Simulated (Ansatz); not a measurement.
The compound is OsF3 (honeycomb trihalide sheet).

The cell holds 8 atoms: 2 Os and 6 F. Cell: a = 4.600 Å, b = 4.600 Å, c = 28.448 Å, α = 90.0°, β = 90.0°, γ = 120.0°. Vacuum lies along c.

```xyz
8
Lattice="3.7556 -1.8778 1.8778 -1.8778 -1.8778 -3.7556 16.4245 16.4245 -16.4245" Properties=species:S:1:pos:R:3
Os    5.2897    3.4119   -7.1675
Os    7.1675    3.4119   -5.2897
F     7.3858    5.4117   -5.4117
F     5.4117    5.4117   -7.3858
F     7.2895    3.6302   -7.2895
F     6.9492    3.2899   -3.2899
F     3.2899    3.2899   -6.9492
F     5.1677    3.1936   -5.1677
```

The structure was relaxed with LDA. The structure was generated from a model, not taken from a measurement. The runs that relaxed it are not among those shown. The program's search for lower electronic states was switched off, so nothing shows that the state found is the lowest. Spin-orbit coupling is left out unless a run names it. PAW set soft_2, made with PBE.

A constrained-RPA run (Ansatz 0.2.0; non-magnetic LDA; Os d, bands v5 to c5, 6×6×1 mesh, medium accuracy) builds 10 functions on bands 5.2 eV wide, with 10.0 electrons in the window. The bare on-site interaction is 12.4 eV and the bare J 0.43 eV.

Question: Estimate U, U′ and J.

On the Os d shell, U = 5.45 eV (44 % of the bare value), U′ = 4.76 eV, J = 0.31 eV.

The parent state is non-magnetic and the interaction static (zero frequency); U depends on the window and the orbitals, so it belongs to this model alone. Spin-orbit coupling, which is strong for atoms this heavy, is left out.

[Paths, hosts, dates, memory and timing lines, banners, echoed tables and standing remarks are left out of the program output.]

[Logs are printed without paths, hosts, clocks, repeated set-up lines and the standing remarks that a program may print on its own settings, such as how far it seeks lower states.]

[Runs of the session that timed out or met a known fault of the program may be left out.]

[Hosts, paths, dates, database ids (printed as entryN), source tags and the programs' standing remarks are cut or masked in the printed files.]
